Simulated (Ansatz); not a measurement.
# TiAl: the cost of one run

All numbers below are computed with Ansatz 0.2.0 (DFT r2SCAN, scalar-relativistic, plane waves, PAW).

## (1) The structure to begin with

The cell holds 16 atoms (Al8Ti8): a = 5.806 Å, b = 5.806 Å, c = 9.290 Å, α = 90.00°, β = 90.00°, γ = 120.00°.

The sites of an ideal hcp lattice, at a guessed lattice constant, take 8 Ti, 8 Al (sublattices apart by semicolons), with a shake of 0.02 Å. Warren-Cowley parameters of the first shell (negative: unlike neighbours preferred): Al-Ti +0.00. In a cell this small the draw can fall short of the order aimed at.

Structure file:

```
Al Ti
1.0
     2.90302   -5.02817    0.00000
     2.90302    5.02817    0.00000
     0.00000    0.00000    9.28966
Al Ti
8 8
Direct
  0.33551 0.17202 0.12383
  0.33547 0.16357 0.62380
  0.83132 0.16046 0.62215
  0.32501 0.66424 0.62732
  0.83206 0.66724 0.62660
  0.66287 0.33014 0.87540
  0.66170 0.83576 0.37342
  0.66975 0.83567 0.87870
  0.83035 0.16095 0.12574
  0.33031 0.66565 0.12704
  0.83158 0.66619 0.12382
  0.66977 0.33007 0.37087
  0.16698 0.33106 0.37323
  0.16372 0.33197 0.87302
  0.17332 0.83932 0.36949
  0.16360 0.83762 0.87580
```

## (2) Relaxing on a coarse mesh

A cheap relaxation: coarse mesh, no symmetry, loose thresholds.

input.yaml

```yaml
crystal:
  lattice:
    - [2.90301778, -5.02817426, 0.0]
    - [2.90301778, 5.02817426, 0.0]
    - [0.0, 0.0, 9.28965688]
  atoms:
    - { symbol: Al, position: [0.3355093365, 0.1720186479, 0.1238271451] }
    - { symbol: Al, position: [0.3354681923, 0.1635658896, 0.6238042865] }
    - { symbol: Al, position: [0.8313227082, 0.1604551905, 0.6221513902] }
    - { symbol: Al, position: [0.3250139588, 0.6642426107, 0.6273171508] }
    - { symbol: Al, position: [0.8320598748, 0.667241605, 0.6265994093] }
    - { symbol: Al, position: [0.662869776, 0.3301377174, 0.8754007006] }
    - { symbol: Al, position: [0.6616987398, 0.8357646339, 0.3734183716] }
    - { symbol: Al, position: [0.6697471872, 0.8356675868, 0.8786994953] }
    - { symbol: Ti, position: [0.8303496226, 0.1609451443, 0.125738755] }
    - { symbol: Ti, position: [0.3303130631, 0.6656526499, 0.1270369223] }
    - { symbol: Ti, position: [0.8315835495, 0.6661907228, 0.1238155528] }
    - { symbol: Ti, position: [0.6697662268, 0.3300680318, 0.3708690498] }
    - { symbol: Ti, position: [0.1669766386, 0.3310633382, 0.3732329012] }
    - { symbol: Ti, position: [0.1637205488, 0.3319730332, 0.8730209729] }
    - { symbol: Ti, position: [0.1733214263, 0.8393180706, 0.3694936642] }
    - { symbol: Ti, position: [0.1636046556, 0.8376217108, 0.8757966123] }
  symmetry: { detect: false }
basis:
  ecutwfc: 500
kpoints:
  mp_grid: { grid: [3, 3, 2], shift: [0.0, 0.0, 0.5] }
hamiltonian:
  xc: r2scan
scf:
  occupations: { method: gaussian, width: 0.1 }
  lower_state_search: "off"
output:
  forces: true
  stress: true
  eigenvalues: true
relax:
  adjacent_minimum: "off"
  f_tol: 0.04
  max_steps: 50
  cell: { stress_tol: 0.3 }
```

Run with:

```sh
ansatz run input.yaml --threads 4 --pin off --max-ram 9216MiB --backend cpu --events-out ev --progress --plain --runs-dir out
```

**Question.** How long does this run take on 4 threads of Intel Xeon Platinum 8259CL at 2.50GHz (Skylake/Cascade Lake), shared host, and how much memory does it need?

About 1.8 min, with a peak of 1.4 GiB.
